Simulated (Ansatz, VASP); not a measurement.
This is a calculation of KF (Carobbiite) for Ansatz 0.2.0.

The input input.yaml:

```yaml
crystal:
  lattice:
    - [0.0, 2.7242525196, 2.7242525196]
    - [2.7242525196, 0.0, 2.7242525196]
    - [2.7242525196, 2.7242525196, 0.0]
  atoms:
    - { symbol: K, position: [0.0, 0.0, 0.0] }
    - { symbol: F, position: [0.5, 0.5, 0.5] }
hamiltonian:
  xc: pbe
  pseudopotentials: { kind: paw }
kpoints:
  mp_grid: { grid: [9, 9, 9] }
scf:
  occupations: { method: fermi_dirac, width: 0.05 }
output:
  forces: true
  stress: true
  eigenvalues: true
```

Potentials or basis: Ansatz PAW.

Launch:

```console
$ ansatz run input.yaml --threads 1 --pin off --max-ram 3584MiB --backend cpu --events-out ev --progress --plain --runs-dir out
```

Q: Set up the same calculation for VASP 6.6.1. Potentials there: VASP PAW PBE potentials, release 64 (K_sv, F).

A: As run (the cutoff follows the program's own potentials):

File INCAR:

```
SYSTEM = KF
PREC = Accurate ; ENCUT = 520
EDIFF = 1E-7 ; ISMEAR = -1
SIGMA = 0.05 ; LREAL = .False.
LASPH = .True. ; NELM = 60
ALGO = Normal ; ISIF = 2
LWAVE = .False. ; LCHARG = .False.
GGA = PE ; NBANDS = 15
```

The input KPOINTS:

```
Automatic mesh
0
Gamma
  9 9 9
  0 0 0
```

Contents of POSCAR:

```
KF
1.0
    0.0000000000      2.7242525196      2.7242525196
    2.7242525196      0.0000000000      2.7242525196
    2.7242525196      2.7242525196      0.0000000000
K F
1 1
Direct
    0.0000000000      0.0000000000      0.0000000000
    0.5000000000      0.5000000000      0.5000000000
```

Potentials or basis: VASP PAW PBE potentials, release 64 (K_sv, F).

Run with:

```console
$ cat potpaw_PBE.64/K_sv/POTCAR potpaw_PBE.64/F/POTCAR > POTCAR
$ mpirun -np 1 vasp_std > vasp.out
```

Both were run:

|  | VASP | Ansatz | Ansatz less VASP |
| --- | --- | --- | --- |
| gap on the k mesh at the Fermi level (eV) | 5.87 | 5.88 | +0.014 |
| least direct gap on the mesh (eV) | 5.87 | 5.88 | +0.014 |
| pressure (GPa) | -0.4 | -0.4 | 0.00 |

The functional is the same, so the differences come from potentials, cutoffs and numerics.

Caveats: an odd mesh through Γ misses points on the zone boundary, where band edges often lie (VASP); odd divisions of the mesh miss points on the zone boundary, where band edges often lie, so the gap on the mesh can be too wide (Ansatz).
